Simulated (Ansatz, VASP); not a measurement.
This is a calculation of BiTe for VASP 6.6.1.

POSCAR

```
BiTe
1.0
    0.0000000000      3.2132879364      3.2132879364
    3.2132879364      0.0000000000      3.2132879364
    3.2132879364      3.2132879364      0.0000000000
Bi Te
1 1
Direct
    0.0000000000      0.0000000000      0.0000000000
    0.5000000000      0.5000000000      0.5000000000
```

Contents of INCAR.step1:

```
SYSTEM = BiTe
PREC = Accurate ; ENCUT = 520
ISMEAR = -1 ; SIGMA = 0.05
LREAL = .False. ; LASPH = .True.
NELM = 100 ; NBANDS = 18
GGA = PE ; ALGO = Normal
EDIFF = 1E-4 ; LWAVE = .True.
LCHARG = .False.
```

File INCAR.step2:

```
SYSTEM = BiTe
PREC = Accurate ; ENCUT = 520
EDIFF = 1E-6 ; ISMEAR = -1
SIGMA = 0.05 ; LREAL = .False.
LASPH = .True. ; NELM = 100
ALGO = Normal ; ISIF = 2
LWAVE = .False. ; LCHARG = .False.
METAGGA = R2SCAN ; LMIXTAU = .True.
NBANDS = 18 ; ISTART = 1
```

KPOINTS

```
Automatic mesh
0
Gamma
  7 7 7
  0 0 0
```

Potentials or basis: VASP PAW PBE potentials, release 64 (Bi_d, Te).

Launch:

```sh
$ cat potpaw_PBE.64/Bi_d/POTCAR potpaw_PBE.64/Te/POTCAR > POTCAR
$ cp INCAR.step1 INCAR
$ mpirun -np 1 vasp_std > vasp.out
$ cp INCAR.step2 INCAR
$ mpirun -np 1 vasp_std > vasp.out
```

Q: Set up the same calculation for Ansatz 0.2.0. Potentials there: Ansatz PAW.

A: As run (the cutoff follows the program's own potentials):

Contents of input.yaml:

```yaml
crystal:
  lattice:
    - [0.0, 3.2132879364, 3.2132879364]
    - [3.2132879364, 0.0, 3.2132879364]
    - [3.2132879364, 3.2132879364, 0.0]
  atoms:
    - { symbol: Bi, position: [0.0, 0.0, 0.0] }
    - { symbol: Te, position: [0.5, 0.5, 0.5] }
hamiltonian:
  xc: r2scan
  pseudopotentials: { kind: paw }
kpoints:
  mp_grid: { grid: [7, 7, 7] }
scf:
  occupations: { method: fermi_dirac, width: 0.05 }
output:
  forces: true
  stress: true
  eigenvalues: true
```

Potentials or basis: Ansatz PAW.

Command:

```bash
$ ansatz run input.yaml --threads 2 --pin off --max-ram 5632MiB --backend cpu --events-out ev --progress --plain --runs-dir out
```

Both were run:

|  | VASP | Ansatz | Ansatz less VASP |
| --- | --- | --- | --- |
| gap on the k mesh at the Fermi level (eV) | none | none | - |
| pressure (GPa) | 1.2 | 1.2 | +0.03 |

A gap of «none» marks a metal or a gap that the smearing closes. The functional is the same, so the differences come from potentials, cutoffs and numerics. The two sets of potentials don't hold the same shells in valence.

Caveats: spin-orbit coupling is left out, which moves the levels of the heavy elements; the PAW data sets were made with another functional, which shifts forces and pressure a little (VASP); the PAW data sets come from PBE, with cores solved anew for the run's functional, which leaves a small shift of forces and pressure (Ansatz).
